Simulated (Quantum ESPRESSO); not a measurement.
# PbS (Pm-3m) in Quantum ESPRESSO: further runs, part 2 of 2

Quantum ESPRESSO 7.5. Earlier steps stand in the parts before.

## 3. Phonons, PBE

Contents of pw.in:

```
&CONTROL
  calculation = 'scf'
  prefix = 'pwscf'
  outdir = './tmp'
  pseudo_dir = './pseudo'
  tprnfor = .true.
  tstress = .true.
  disk_io = 'low'
/
&SYSTEM
  ibrav = 0
  A = 3.653659
  nat = 2
  ntyp = 2
  ecutwfc = 56
  nbnd = 16
  occupations = 'smearing'
  smearing = 'mv'
  degauss = 0.01469973
/
&ELECTRONS
  conv_thr = 4d-10
  electron_maxstep = 120
  mixing_beta = 0.5
/
ATOMIC_SPECIES
Pb   207.2000 Pb.upf
S     32.0600 S.upf
CELL_PARAMETERS alat
   1.0000000000    0.0000000000    0.0000000000
   0.0000000000    1.0000000000    0.0000000000
   0.0000000000    0.0000000000    1.0000000000
ATOMIC_POSITIONS alat
Pb     0.0000000000    0.0000000000    0.0000000000
S      0.5000000000    0.5000000000    0.5000000000
K_POINTS automatic
7 7 7 0 0 0
```

Contents of relax.in:

```
&CONTROL
  calculation = 'vc-relax'
  prefix = 'pwscf'
  outdir = './tmp'
  pseudo_dir = './pseudo'
  tprnfor = .true.
  tstress = .true.
  disk_io = 'low'
  nstep = 40
  forc_conv_thr = 0.0001
  etot_conv_thr = 1d-06
/
&SYSTEM
  ibrav = 0
  A = 3.653659
  nat = 2
  ntyp = 2
  ecutwfc = 56
  nbnd = 16
  occupations = 'smearing'
  smearing = 'mv'
  degauss = 0.01469973
/
&ELECTRONS
  conv_thr = 4d-10
  electron_maxstep = 120
  mixing_beta = 0.5
/
&IONS
  ion_dynamics = 'bfgs'
/
&CELL
  cell_dynamics = 'bfgs'
  press = 0
  press_conv_thr = 0.2
/
ATOMIC_SPECIES
Pb   207.2000 Pb.upf
S     32.0600 S.upf
CELL_PARAMETERS alat
   1.0000000000    0.0000000000    0.0000000000
   0.0000000000    1.0000000000    0.0000000000
   0.0000000000    0.0000000000    1.0000000000
ATOMIC_POSITIONS alat
Pb     0.0000000000    0.0000000000    0.0000000000
S      0.5000000000    0.5000000000    0.5000000000
K_POINTS automatic
7 7 7 0 0 0
```

Contents of scf2.in:

```
&CONTROL
  calculation = 'scf'
  prefix = 'pwscf'
  outdir = './tmp'
  pseudo_dir = './pseudo'
  tprnfor = .true.
  tstress = .true.
  disk_io = 'low'
/
&SYSTEM
  ibrav = 0
  A = 3.65198723
  nat = 2
  ntyp = 2
  ecutwfc = 56
  nbnd = 16
  occupations = 'fixed'
/
&ELECTRONS
  conv_thr = 1d-13
  electron_maxstep = 120
  mixing_beta = 0.5
  startingpot = 'file'
  startingwfc = 'file'
/
ATOMIC_SPECIES
Pb   207.2000 Pb.upf
S     32.0600 S.upf
CELL_PARAMETERS alat
   1.0000000011    0.0000000000    0.0000000000
   0.0000000000    1.0000000011    0.0000000000
   0.0000000000    0.0000000000    1.0000000011
ATOMIC_POSITIONS alat
Pb     0.0000000000    0.0000000000    0.0000000000
S      0.5000000005    0.5000000005    0.5000000005
K_POINTS automatic
7 7 7 0 0 0
```

Contents of ph.in:

```
phonons of PbS
&INPUTPH
  prefix = 'pwscf'
  outdir = './tmp'
  tr2_ph = 1d-18
  fildyn = 'dyn'
  niter_ph = 90
  alpha_mix(1) = 0.7
  epsil = .true.
/
0.0000000000 0.0000000000 0.0000000000
```

Contents of dynmat.in:

```
&INPUT
  fildyn = 'dyn'
  asr = 'crystal'
  lperm = .true.
  filout = 'dynmat.disp'
  fileig = 'dynmat.eig'
/
```

Contents of dynmat_lo.in:

```
&INPUT
  fildyn = 'dyn'
  asr = 'crystal'
  filout = 'dynmat_lo.disp'
  fileig = 'dynmat_lo.eig'
  q(1) = 0
  q(2) = 0
  q(3) = 1
/
```

Potentials or basis: PseudoDojo 0.4.1 SR PBE standard.

On the command line:

```bash
OMP_NUM_THREADS=1 pw.x -in pw.in > pw.out
OMP_NUM_THREADS=1 pw.x -in relax.in > relax.out
OMP_NUM_THREADS=1 pw.x -in scf2.in > scf2.out
OMP_NUM_THREADS=1 ph.x -in ph.in > ph.out
OMP_NUM_THREADS=1 dynmat.x -in dynmat.in > dynmat.out
OMP_NUM_THREADS=1 dynmat.x -in dynmat_lo.in > dynmat_lo.out
```

pw.out:

```text
This program is part of the open-source Quantum ESPRESSO suite
     for quantum simulation of materials; please cite
[... 9 lines left out ...]
     --------------------
     sticks:   dense  smooth     PW     G-vecs:    dense   smooth      PW
     Sum         853     853    249                18805    18805    2969

     Using Slab Decomposition

     bravais-lattice index     =            0
     lattice parameter (alat)  =       6.9044  a.u.
     unit-cell volume          =     329.1400 (a.u.)^3
     number of atoms/cell      =            2
     number of atomic types    =            2
     number of electrons       =        20.00
     number of Kohn-Sham states=           16
     kinetic-energy cutoff     =      56.0000  Ry
     charge density cutoff     =     224.0000  Ry
     scf convergence threshold =      4.0E-10
     mixing beta               =       0.5000
     number of iterations used =            8  plain     mixing
     Exchange-correlation= PBE
                           (   1   4   3   4   0   0   0)

     celldm(1)=   6.904415  celldm(2)=   0.000000  celldm(3)=   0.000000
     celldm(4)=   0.000000  celldm(5)=   0.000000  celldm(6)=   0.000000

     crystal axes: (cart. coord. in units of alat)
               a(1) = (   1.000000   0.000000   0.000000 )
               a(2) = (   0.000000   1.000000   0.000000 )
               a(3) = (   0.000000   0.000000   1.000000 )

     reciprocal axes: (cart. coord. in units 2 pi/alat)
               b(1) = (  1.000000  0.000000  0.000000 )
               b(2) = (  0.000000  1.000000  0.000000 )
               b(3) = (  0.000000  0.000000  1.000000 )

     PseudoPot. # 1 for Pb read from file:
     Pb.upf
     Pseudo is Norm-conserving + core correction, Zval = 14.0
     Generated using ONCVPSP code by D. R. Hamann
     Using radial grid of 1678 points,  6 beta functions with:
                l(1) =   0
                l(2) =   0
                l(3) =   1
                l(4) =   1
                l(5) =   2
                l(6) =   2

     PseudoPot. # 2 for S  read from file:
     S.upf
     Pseudo is Norm-conserving + core correction, Zval =  6.0
     Generated using ONCVPSP code by D. R. Hamann
     Using radial grid of 1146 points,  6 beta functions with:
                l(1) =   0
                l(2) =   0
                l(3) =   1
                l(4) =   1
                l(5) =   2
                l(6) =   2

     atomic species   valence    mass     pseudopotential
     Pb               14.00   207.20000     Pb( 1.00)
     S                 6.00    32.06000     S ( 1.00)

     48 Sym. Ops., with inversion, found

   Cartesian axes

     site n.     atom                  positions (alat units)
         1        Pb     tau(   1) = (   0.0000000   0.0000000   0.0000000  )
         2        S      tau(   2) = (   0.5000000   0.5000000   0.5000000  )

     number of k points=    20  Marzari-Vanderbilt smearing, width (Ry)=  0.0147
                       cart. coord. in units 2pi/alat
        k(    1) = (   0.0000000   0.0000000   0.0000000), wk =   0.0058309
        k(    2) = (   0.0000000   0.0000000   0.1428571), wk =   0.0349854
        k(    3) = (   0.0000000   0.0000000   0.2857143), wk =   0.0349854
        k(    4) = (   0.0000000   0.0000000   0.4285714), wk =   0.0349854
        k(    5) = (   0.0000000   0.1428571   0.1428571), wk =   0.0699708
        k(    6) = (   0.0000000   0.1428571   0.2857143), wk =   0.1399417
[... 12 lines left out ...]
        k(   19) = (   0.2857143   0.4285714   0.4285714), wk =   0.1399417
        k(   20) = (   0.4285714   0.4285714   0.4285714), wk =   0.0466472

     Dense  grid:    18805 G-vectors     FFT dimensions: (  36,  36,  36)

     Initial potential from superposition of free atoms

     starting charge      19.9978, renormalised to      20.0000
     Starting wfcs are   13 randomized atomic wfcs +    3 random wfcs

     Self-consistent Calculation

     iteration #  1     ecut=    56.00 Ry     beta= 0.50
     Davidson diagonalization with overlap
     ethr =  1.00E-02,  avg # of iterations =  5.5

     Threshold (ethr) on eigenvalues was too large:
     Diagonalizing with lowered threshold

     Davidson diagonalization with overlap
     ethr =  8.54E-04,  avg # of iterations =  1.1

     WARNING: integrated charge=    20.00001118, expected=    20.00000000

     total energy              =    -162.82800512 Ry
     estimated scf accuracy    <       0.16886247 Ry

     iteration #  2     ecut=    56.00 Ry     beta= 0.50
     Davidson diagonalization with overlap
     ethr =  8.44E-04,  avg # of iterations =  2.0

     WARNING: integrated charge=    20.00000742, expected=    20.00000000

     total energy              =    -162.87191238 Ry
     estimated scf accuracy    <       0.04252036 Ry

     iteration #  3     ecut=    56.00 Ry     beta= 0.50
     Davidson diagonalization with overlap
     ethr =  2.13E-04,  avg # of iterations =  1.8

     total energy              =    -162.88019990 Ry
     estimated scf accuracy    <       0.00185261 Ry
[... 40 lines left out ...]
     total energy              =    -162.88058448 Ry
     estimated scf accuracy    <          5.8E-09 Ry

     iteration # 10     ecut=    56.00 Ry     beta= 0.50
     Davidson diagonalization with overlap
     ethr =  2.92E-11,  avg # of iterations =  2.5

     End of self-consistent calculation

          k = 0.0000 0.0000 0.0000 (  2325 PWs)   bands (ev):

    -7.6963  -7.6963  -7.4842  -7.4842  -7.4842  -3.9241   2.4640   7.6243
     7.6243   7.6243  14.6845  14.6845  15.7075  15.7075  15.7075  21.8320

          k = 0.0000 0.0000 0.1429 (  2337 PWs)   bands (ev):

    -7.6944  -7.6668  -7.4952  -7.4952  -7.4832  -3.7524   2.1115   7.5958
     7.7899   7.7899  13.8664  14.8413  15.2220  15.2220  16.3592  21.7180
[... 83 lines left out ...]
    -7.6209  -7.5782  -7.5764  -7.5073  -7.4485  -1.7907   2.3377   5.7811
     6.0610   7.3750  10.0643  10.7196  11.7029  19.4769  20.9095  21.1269

          k = 0.4286 0.4286 0.4286 (  2332 PWs)   bands (ev):

    -7.6079  -7.6023  -7.6023  -7.4472  -7.4472  -1.6837   2.9117   6.4211
     6.6761   6.6761   9.1824   9.1824  10.0439  21.7037  22.0786  22.0786

     the Fermi energy is     9.1465 ev

!    total energy              =    -162.88058448 Ry
     estimated scf accuracy    <          1.2E-10 Ry
     smearing contrib. (-TS)   =       0.00043531 Ry
     internal energy E=F+TS    =    -162.88101979 Ry

     The total energy is F=E-TS. E is the sum of the following terms:
     one-electron contribution =     -29.68639671 Ry
     hartree contribution      =      27.96036059 Ry
     xc contribution           =     -46.30408402 Ry
     ewald contribution        =    -114.85089965 Ry

     convergence has been achieved in  10 iterations

     Forces acting on atoms (cartesian axes, Ry/au):

     atom    1 type  1   force =     0.00000000    0.00000000    0.00000000
     atom    2 type  2   force =     0.00000000    0.00000000    0.00000000

     Total force =     0.000000     Total SCF correction =     0.000000

     Computing stress (Cartesian axis) and pressure

          total   stress  (Ry/bohr**3)                   (kbar)     P=       -0.72
  -0.00000492   0.00000000   0.00000000           -0.72        0.00        0.00
   0.00000000  -0.00000492   0.00000000            0.00       -0.72        0.00
   0.00000000   0.00000000  -0.00000492            0.00        0.00       -0.72

=------------------------------------------------------------------------------=
   JOB DONE.
=------------------------------------------------------------------------------=
```

relax.out:

```text
This program is part of the open-source Quantum ESPRESSO suite
     for quantum simulation of materials; please cite
[... 9 lines left out ...]
     --------------------
     sticks:   dense  smooth     PW     G-vecs:    dense   smooth      PW
     Sum         853     853    249                18805    18805    2969
[... 1241 lines left out ...]
  -0.00000007   0.00000000   0.00000000           -0.01        0.00        0.00
   0.00000000  -0.00000007   0.00000000            0.00       -0.01        0.00
   0.00000000   0.00000000  -0.00000007            0.00        0.00       -0.01

=------------------------------------------------------------------------------=
   JOB DONE.
=------------------------------------------------------------------------------=
```

Wall time 3.8 min (1 thread of Arm Neoverse V2, shared host); peak memory 0.06 GiB.

Results:

```
Free energy                                             : -2216.1060 eV
Relaxed volume                                          : 24.35 Å³/atom
Relaxed cell                                            : a = 3.652 Å, b = 3.652 Å, c = 3.652 Å, α = 90.00°, β = 90.00°, γ = 90.00°
Space group after relaxing (to 0.05 Å)                  : Pm-3m (No. 221)
Pressure after relaxing                                 : 0.4 GPa
Electronic dielectric tensor (diagonal)                 : 16.78
Born charges (mean of the diagonal)                     : Pb +4.91; S -4.87 e
Highest phonon frequency at Γ, LO-TO splitting left out : -1 cm⁻¹
Most unstable mode                                      : 109i cm⁻¹
```

Final structure:
```
CELL_PARAMETERS angstrom
3.65199 0.00000 0.00000
0.00000 3.65199 0.00000
0.00000 0.00000 3.65199
ATOMIC_POSITIONS crystal
Pb 0.00000 0.00000 0.00000
S 0.50000 0.50000 0.50000
```

Phonon frequencies in cm⁻¹ (negative: imaginary):
| q point | frequencies |
| --- | --- |
| (0.000, 0.000, 0.000) | -109 -109 -109 -1 -1 -1 |

Electronic dielectric tensor:
```
16.78  0.00  0.00
 0.00 16.78  0.00
 0.00  0.00 16.78
```

Born effective charge tensors (e):
atom 1, Pb
```
4.91 0.00 0.00
0.00 4.91 0.00
0.00 0.00 4.91
```
atom 2, S
```
-4.87  0.00  0.00
 0.00 -4.87  0.00
 0.00  0.00 -4.87
```

Optical modes at Γ, degenerate ones joined:
| cm⁻¹ | components | symmetry | active in | IR intensity, summed ((D/Å)²/amu) |
| --- | --- | --- | --- | --- |
| 109i | 3 | T1u | IR | 59.58 |

Zone-centre frequencies without and with the macroscopic field along z (cm⁻¹):
```tsv
	optical modes in rising order
without	109i 109i 109i
with the field	109i 109i 200
```

Caveat: the mesh is thin for the dielectric tensor, Born charges and intensities, which usually come out too large; some modes are imaginary; the gap is small at this level, which inflates the dielectric constant; on a mesh that holds Γ this program's dielectric tensor can be off by some percent beyond the error of the mesh.
